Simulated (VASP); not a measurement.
# Ti (P6_3/mmc) in VASP: a series of runs

Aim: see how the results for Ti move with the level of theory and the settings. Levels: PBE, PBE+D3(BJ), PBEsol. Tasks: relaxation of cell and atoms.

All numbers are computed with VASP 6.6.1; they aren't measurements. Logs are shortened: lines on timing, memory, paths and dates and some standing lists are left out, and cuts for length are marked.

## (1) Starting point

It takes space group P6_3/mmc (No. 194, hexagonal). Conventional cell: a = 2.936 Å, b = 2.936 Å, c = 4.641 Å, α = 90.00°, β = 90.00°, γ = 120.00°. Around Ti (site symmetry -6m2) lie 12 Ti at 2.87 to 2.94 Å.

## (2) Relaxation of cell and atoms, PBE

File INCAR:

```
SYSTEM = Ti
PREC     = Accurate       ! precision mode
ENCUT    = 600            ! plane-wave cutoff, eV
EDIFF    = 1E-7           ! SCF threshold, eV
ISMEAR   = 0              ! smearing method
SIGMA    = 0.1            ! smearing width, eV
LREAL    = .False.        ! projectors in reciprocal space
LASPH    = .True.         ! aspherical terms in the spheres
NELM     = 60             ! most SCF steps
ALGO     = Normal         ! electronic algorithm
ISIF     = 3              ! what is computed and relaxed
LWAVE    = .False.        ! write WAVECAR
LCHARG   = .False.        ! write CHGCAR
GGA      = PE             ! functional
IBRION   = 2              ! ionic algorithm
NSW      = 90             ! ionic steps
EDIFFG   = -0.005         ! ionic threshold
```

File KPOINTS:

```
Automatic mesh
0
Gamma
  18 18 10
  0 0 0
```

File POSCAR:

```
Ti
1.0
    2.9357319200      0.0000000000      0.0000000000
   -1.4678659600      2.5424184200      0.0000000000
    0.0000000000      0.0000000000      4.6408561500
Ti
2
Direct
    0.3333333300      0.6666666700      0.2500000000
    0.6666666700      0.3333333300      0.7500000000
```

Potentials or basis: VASP PAW PBE potentials, release 64 (Ti_sv).

Command:

```bash
> cat potpaw_PBE.64/Ti_sv/POTCAR > POTCAR
> mpirun -np 1 vasp_std > vasp.out
```

OUTCAR:

```text
SYSTEM = Ti
   PREC = Accurate
   ENCUT = 600
   EDIFF = 1E-7
   ISMEAR = 0
   LREAL = .False.
   LASPH = .True.
   NELM = 60
   ISIF = 3
   GGA = PE
   IBRION = 2
   NSW = 90
   EDIFFG = -0.005

 ion  position               nearest neighbor table
   1  0.333  0.667  0.250-   2 2.87   2 2.87   2 2.87   2 2.87   2 2.87   2 2.87
   2  0.667  0.333  0.750-   1 2.87   1 2.87   1 2.87   1 2.87   1 2.87   1 2.87

  LATTYP: Found a hexagonal cell.
 ALAT       =     2.9357319200
 C/A-ratio  =     1.5808174167

  Lattice vectors:

 A1 = (   2.9357319200,   0.0000000000,   0.0000000000)
 A2 = (  -1.4678659600,   2.5424184200,   0.0000000000)
 A3 = (   0.0000000000,   0.0000000000,   4.6408561500)

Analysis of symmetry for initial positions (statically):
=====================================================================
 Subroutine PRICEL returns:
 Original cell was already a primitive cell.

 Routine SETGRP: Setting up the symmetry group for a
 hexagonal supercell.

 Subroutine GETGRP returns: Found 24 space group operations
 (whereof 12 operations were pure point group operations)
 out of a pool of 24 trial point group operations.

The static configuration has the point symmetry D_3d.
 The point group associated with its full space group is D_6h.

Analysis of symmetry for dynamics (positions and initial velocities):
=====================================================================
 Subroutine PRICEL returns:
 Original cell was already a primitive cell.

 Routine SETGRP: Setting up the symmetry group for a
 hexagonal supercell.

 Subroutine GETGRP returns: Found 24 space group operations
 (whereof 12 operations were pure point group operations)
 out of a pool of 24 trial point group operations.

The dynamic configuration has the point symmetry D_3d.
 The point group associated with its full space group is D_6h.

 Subroutine INISYM returns: Found 24 space group operations
 (whereof 12 operations are pure point group operations),
 and found     1 'primitive' translations

----------------------------------------------------------------------------------------

                                     Primitive cell

  volume of cell :      34.6387

  direct lattice vectors                    reciprocal lattice vectors
     2.935731920  0.000000000  0.000000000     0.340630557  0.196663144  0.000000000
    -1.467865960  2.542418420  0.000000000     0.000000000  0.393326288  0.000000000
     0.000000000  0.000000000  4.640856150     0.000000000  0.000000000  0.215477483

  length of vectors
[... 98 lines left out ...]
   EFERMI_NEDOS =   21; number of points for ismear=-14 and -15
   IALGO  =     38    algorithm
   IMIX   =      4    mixing-type and parameters
     AMIX     =   0.40;   BMIX     =  1.00
     AMIX_MAG =   1.60;   BMIX_MAG =  1.00
  volume/ion in A,a.u.               =      17.32       116.88
  Fermi-wavevector in a.u.,A,eV,Ry     =   1.448632  2.737518 28.552297  2.098535
  Thomas-Fermi vector in A             =   2.566451
   LORBIT       =      0    0 simple, 1 ext, 2 COOP (PROOUT), +10 PAW based schemes
   GGA     = PE    functional components
   LHFCALC =     F    Hartree Fock is set to
   AEXX    =    0.0000 exact exchange contribution
   IVDW    =     0    specifies the selected vdW correction
   LEPSILON=     F    determine dielectric tensor
   LRPA    =     F    only Hartree local field effects (RPA)
 conjugate gradient relaxation of ions
 non-spin polarized calculation
 Gauss-broadening in eV      SIGMA  =   0.10
  energy-cutoff  :      600.00
  volume of cell :       34.64
 maximum number of plane-waves:      1182
 NGX is ok and might be reduce to    24
   NGX = 11   NGY = 11   NGZ = 19

--------------------------------------- Ionic step        1  -------------------------------------------

 number of electron      23.9999993 magnetization

 Free energy of the ion-electron system (eV)
  ---------------------------------------------------
  ext. energy  EPLUGINS =         0.00000000
  ---------------------------------------------------
  free energy    TOTEN  =       -15.67672691 eV

  energy without entropy =      -15.66735681  energy(sigma->0) =      -15.67204186

------------------------ aborting loop because EDIFF is reached ----------------------------------------

  FORCE on cell =-STRESS in cart. coord.  units (eV):
  Direction    XX          YY          ZZ          XY          YZ          ZX
  --------------------------------------------------------------------------------------
  -------------------------------------------------------------------------------------
  Total        0.0308753      0.0308753      0.0542138     -0.0000000     -0.0000000      0.0000000
  in kB        1.4281059      1.4281059      2.5076042     -0.0000000     -0.0000000      0.0000000
  external PRESSURE =       1.7879386 kB  Pullay stress =       0.0000000 kB
[... 59 lines left out ...]
--------------------------------------- Ionic step        3  -------------------------------------------

 number of electron      23.9999993 magnetization

 Free energy of the ion-electron system (eV)
  ---------------------------------------------------
  ext. energy  EPLUGINS =         0.00000000
  ---------------------------------------------------
  free energy    TOTEN  =       -15.67676277 eV

  energy without entropy =      -15.66737239  energy(sigma->0) =      -15.67206758

 E-fermi :   8.3587     XC(G=0): -11.5027

 val. band max:        8.3475059502   @ k =   0.3333   0.1667   0.4000
 cond. band min:       8.3760019082   @ k =   0.0556  -0.0000   0.5000
 fundamental gap:      0.0284959580
 Fermi energy:         8.3586657221

 k-point     1 :       0.0000    0.0000    0.0000
  band No.  band energies     occupation
      1     -48.5119      2.00000
      2     -48.3737      2.00000
      3     -25.1033      2.00000
      4     -24.4569      2.00000
      5     -24.4569      2.00000
      6     -24.3906      2.00000
[... 433 lines left out ...]
      3     -24.8988      2.00000
      4     -24.7971      2.00000
      5     -24.7803      2.00000
      6     -24.6226      2.00000
[... 8 lines left out ...]
     15       9.5210      0.00000
     16      11.4583      0.00000

 [... further k-points ...]

------------------------ aborting loop because EDIFF is reached ----------------------------------------

  FORCE on cell =-STRESS in cart. coord.  units (eV):
  Direction    XX          YY          ZZ          XY          YZ          ZX
  --------------------------------------------------------------------------------------
  -------------------------------------------------------------------------------------
  Total       -0.0070935     -0.0070935      0.0059953      0.0000000      0.0000000      0.0000000
  in kB       -0.3275406     -0.3275406      0.2768345      0.0000000      0.0000000      0.0000000
  external PRESSURE =      -0.1260822 kB  Pullay stress =       0.0000000 kB
[... 17 lines left out ...]
  FREE ENERGIE OF THE ION-ELECTRON SYSTEM (eV)
  ---------------------------------------------------
  free  energy   TOTEN  =       -15.6767627712 eV

  energy  without entropy=      -15.6673723857  energy(sigma->0) =      -15.67206758

 reached required accuracy - stopping structural energy minimisation
```

OSZICAR:

```text
N       E                     dE             d eps       ncg     rms          rms(c)
DAV:   1     0.259903620671E+03    0.25990E+03   -0.14810E+04  7112   0.205E+03
DAV:   2     0.111789235198E+02   -0.24872E+03   -0.24729E+03  7392   0.517E+02
DAV:   3    -0.164711847859E+02   -0.27650E+02   -0.27409E+02 14008   0.140E+02
[... 30 lines left out ...]
DAV:   5    -0.156767598252E+02   -0.87835E-05   -0.19377E-05  9064   0.310E-02    0.982E-03
DAV:   6    -0.156767621107E+02   -0.22855E-05   -0.63667E-06 10760   0.214E-02    0.292E-03
DAV:   7    -0.156767626151E+02   -0.50443E-06   -0.84757E-07  8696   0.835E-03    0.934E-04
DAV:   8    -0.156767627418E+02   -0.12670E-06   -0.56815E-08  4400   0.246E-03    0.100E-04
DAV:   9    -0.156767627712E+02   -0.29307E-07   -0.98974E-09  3776   0.105E-03
   3 F= -.15676763E+02 E0= -.15672068E+02  d E =-.358620E-04
```

CONTCAR:

```text
Ti
   1.00000000000000
     2.9370671198772640   -0.0000000000000000    0.0000000000000000
    -1.4685335599386320    2.5435747370109021   -0.0000000000000000
     0.0000000000000000   -0.0000000000000000    4.6445623305727883
  Ti
     2
Direct
     0.3333333300000021    0.6666666699999979    0.2500000000000000
     0.6666666699999979    0.3333333300000021    0.7500000000000000

  0.00000000E+00  0.00000000E+00  0.00000000E+00
  0.00000000E+00  0.00000000E+00  0.00000000E+00
```

It took 3.5 min on 1 thread of Intel Xeon Platinum 8375C at 2.90GHz (Ice Lake), shared host; peak memory 0.26 GiB.

What came out:

```yaml
Free_energy: -15.6768 eV
Relaxed_volume: 17.35 Å³/atom
Relaxed_cell: a = 2.937 Å, b = 2.937 Å, c = 4.645 Å, α = 90.00°, β = 90.00°, γ = 120.00°
Space_group_after_relaxing_to_0.05_Å: P6_3/mmc (No. 194)
Energy_gained_by_relaxing: 0.0 meV/atom
Ionic_steps: 3
Pressure_after_relaxing: 0.0 GPa
Band_gap_on_the_k_mesh: none (metal or under the smearing width)
```

Final structure:
```
CELL_PARAMETERS angstrom
2.93707 0.00000 0.00000
-1.46853 2.54357 0.00000
0.00000 0.00000 4.64456
ATOMIC_POSITIONS crystal
Ti 0.33333 0.66667 0.25000
Ti 0.66667 0.33333 0.75000
```

## (3) Relaxation of cell and atoms, PBE+D3(BJ)

Changes to INCAR since step 2:

```diff
@@ -14,2 +14,3 @@
 GGA      = PE             ! functional
+IVDW     = 12             ! dispersion correction
 IBRION   = 2              ! ionic algorithm
```

KPOINTS is that of step 2.

POSCAR is that of step 2.

Potentials or basis: VASP PAW PBE potentials, release 64 (Ti_sv).

Command:

```bash
> cat potpaw_PBE.64/Ti_sv/POTCAR > POTCAR
> mpirun -np 1 vasp_std > vasp.out
```

Wall time 6.6 min (1 thread of Intel Xeon Platinum 8375C at 2.90GHz (Ice Lake), shared host); peak memory 0.27 GiB.

It converged, with:

```yaml
Free_energy: -16.9153 eV
Relaxed_volume: 16.45 Å³/atom
Relaxed_cell: a = 2.884 Å, b = 2.884 Å, c = 4.569 Å, α = 90.00°, β = 90.00°, γ = 120.00°
Space_group_after_relaxing_to_0.05_Å: P6_3/mmc (No. 194)
Energy_gained_by_relaxing: 15.9 meV/atom
Ionic_steps: 7
Pressure_after_relaxing: 0.0 GPa
Band_gap_on_the_k_mesh: none (metal or under the smearing width)
Dispersion_energy_per_atom: -0.637 eV
```

Step by step:
```tsv
step	energy change (eV)	largest force (eV/Å)	pressure (GPa)	volume (Å³)
1	0.0000	0.0000	-5.65	34.64
2	-0.0131	0.0000	4.94	31.67
3	-0.0317	0.0000	-0.03	32.91
4	-0.0317	0.0000	0.10	32.88
5	-0.0318	0.0000	-0.06	32.92
6	-0.0318	0.0000	-0.06	32.92
7	-0.0318	0.0000	0.00	32.91
```

Final structure:
```xyz
2
Lattice="2.8838 0.0000 0.0000 -1.4419 2.4974 0.0000 0.0000 0.0000 4.5690" Properties=species:S:1:pos:R:3 pbc="T T T"
Ti    0.0000    1.6649    1.1423
Ti    1.4419    0.8325    3.4268
```

Levels at points of the mesh, in eV from the Fermi level:
```csv
k point,band 10,band 11,band 12,band 13,band 14,band 15
"(0.00, 0.00, 0.00)",-2.84,0.79,0.79,0.91,0.92,1.33
"(0.50, 0.00, 0.00)",-2.33,-2.00,-0.58,0.48,0.67,1.25
"(0.00, 0.00, 0.50)",-4.41,0.07,0.07,0.69,0.69,0.69
"(0.50, 0.00, 0.50)",-2.70,-0.89,-0.89,1.47,1.47,1.82
```

Caveat: pairwise dispersion overbinds metals, which lowers pressure and volume.

## (4) Relaxation of cell and atoms, PBEsol

Changes to INCAR since step 3:

```diff
@@ -2,3 +2,3 @@
 PREC     = Accurate       ! precision mode
-ENCUT    = 600            ! plane-wave cutoff, eV
+ENCUT    = 300            ! plane-wave cutoff, eV
 EDIFF    = 1E-7           ! SCF threshold, eV
@@ -13,4 +13,3 @@
 LCHARG   = .False.        ! write CHGCAR
-GGA      = PE             ! functional
-IVDW     = 12             ! dispersion correction
+GGA      = PS             ! functional
 IBRION   = 2              ! ionic algorithm
```

KPOINTS is that of step 3.

POSCAR is that of step 3.

Command:

```bash
> cat potpaw_PBE.64/Ti_sv/POTCAR > POTCAR
> mpirun -np 1 vasp_std > vasp.out
```

Run time: 3.5 min. Hardware: 1 thread of Intel Xeon Platinum 8375C at 2.90GHz (Ice Lake), shared host; peak memory 0.16 GiB.

These settings aren't checked as converged: the numbers below hold their error.

Results:

- Free energy: -16.6506 eV
- Relaxed volume: 16.69 Å³/atom
- Relaxed cell: a = 2.898 Å, b = 2.898 Å, c = 4.589 Å, α = 90.00°, β = 90.00°, γ = 120.00°
- Space group after relaxing (to 0.05 Å): P6_3/mmc (No. 194)
- Energy gained by relaxing: 8.4 meV/atom
- Ionic steps: 7
- Band gap on the k mesh: none (metal or under the smearing width)

Caveat: the cutoff is under 1.25 times the usual one of these potentials, so pressure, stress and relaxed cells hold a basis-set (Pulay) error; the PAW data sets were made with another functional, which shifts forces and pressure a little.

## (5) Relaxation of cell and atoms, PBEsol

Changes to INCAR since step 4:

```diff
@@ -2,3 +2,3 @@
 PREC     = Accurate       ! precision mode
-ENCUT    = 300            ! plane-wave cutoff, eV
+ENCUT    = 600            ! plane-wave cutoff, eV
 EDIFF    = 1E-7           ! SCF threshold, eV
```

File KPOINTS:

```
Automatic mesh
0
Gamma
  6 6 4
  0 0 0
```

POSCAR is that of step 4.

Command:

```bash
> cat potpaw_PBE.64/Ti_sv/POTCAR > POTCAR
> mpirun -np 1 vasp_std > vasp.out
```

It took 64 s on 1 thread of Intel Xeon Platinum 8375C at 2.90GHz (Ice Lake), shared host; peak memory 0.16 GiB.

Results (log left out):

```yaml
Free_energy: -16.6707 eV
Relaxed_volume: 16.67 Å³/atom
Relaxed_cell: a = 2.885 Å, b = 2.885 Å, c = 4.624 Å, α = 90.00°, β = 90.00°, γ = 120.00°
Space_group_after_relaxing_to_0.05_Å: P6_3/mmc (No. 194)
Energy_gained_by_relaxing: 9.2 meV/atom
Ionic_steps: 12
Pressure_after_relaxing: 0.0 GPa
Band_gap_on_the_k_mesh: none (metal or under the smearing width)
```

Step by step:
| step | energy change (eV) | largest force (eV/Å) | pressure (GPa) | volume (Å³) |
| --- | --- | --- | --- | --- |
| 1 | 0.0000 | 0.0000 | -4.16 | 34.64 |
| 2 | -0.0087 | 0.0000 | 3.35 | 32.43 |
| 3 | -0.0178 | 0.0000 | 0.03 | 33.33 |
| 4 | -0.0177 | 0.0000 | 0.12 | 33.30 |
| 5 | -0.0181 | 0.0000 | 0.11 | 33.30 |
| 6 | -0.0183 | 0.0000 | 0.09 | 33.30 |
| 7 | -0.0184 | 0.0000 | 0.09 | 33.30 |
| 8 | -0.0184 | 0.0000 | 0.10 | 33.30 |
| 9 | -0.0184 | 0.0000 | 0.09 | 33.30 |
| 10 | -0.0184 | 0.0000 | 0.09 | 33.30 |
| 11 | -0.0184 | 0.0000 | -0.11 | 33.36 |
| 12 | -0.0184 | 0.0000 | 0.00 | 33.33 |

Final structure:
```
Ti
1.0
     2.88505    0.00000    0.00000
    -1.44252    2.49852    0.00000
     0.00000    0.00000    4.62414
Ti
2
Direct
  0.33333 0.66667 0.25000
  0.66667 0.33333 0.75000
```

Levels at points of the mesh, in eV from the Fermi level:
```tsv
k point	band 8	band 9	band 10	band 11	band 12	band 13	band 14	band 15	band 16
(0.00, 0.00, 0.00)	-32.50	-6.38	-2.88	0.71	0.74	0.74	0.78	1.25	1.25
(0.50, 0.00, 0.00)	-32.59	-2.47	-2.35	-2.05	-0.60	0.47	0.54	1.12	3.51
(0.00, 0.00, 0.50)	-32.56	-4.49	-4.49	-0.03	-0.03	0.66	0.66	0.66	0.66
(0.50, 0.00, 0.50)	-32.69	-2.74	-2.74	-0.96	-0.96	1.39	1.39	1.77	1.77
```

Caveat: the k mesh is coarse (spacing up to 0.41 Å⁻¹), so the values aren't converged; the PAW data sets were made with another functional, which shifts forces and pressure a little.

## (6) The runs side by side

| level | k mesh | mesh quality | gap on the mesh (eV) | pressure (GPa) | relaxed volume (Å³/atom) |
| --- | --- | --- | --- | --- | --- |
| PBE | 18 × 18 × 10 | not flagged | none | 0.0 | 17.35 |
| PBE+D3(BJ) | 18 × 18 × 10 | not flagged | none | 0.0 | 16.45 |
| PBEsol | 6 × 6 × 4 | coarse | none | 0.0 | 16.67 |

Alike in all rows: task relaxation of cell and atoms; potentials or basis VASP PAW PBE potentials, release 64 (Ti_sv); no spin polarisation; cell relaxed; cutoff (eV) 600; smearing gaussian 0.1 eV.

Caveats: some runs use coarse meshes; pairwise dispersion overbinds metals, which lowers pressure and volume (some runs); the PAW data sets were made with another functional, which shifts forces and pressure a little (some runs).

Absolute energies hang on the potentials; compare differences alone.
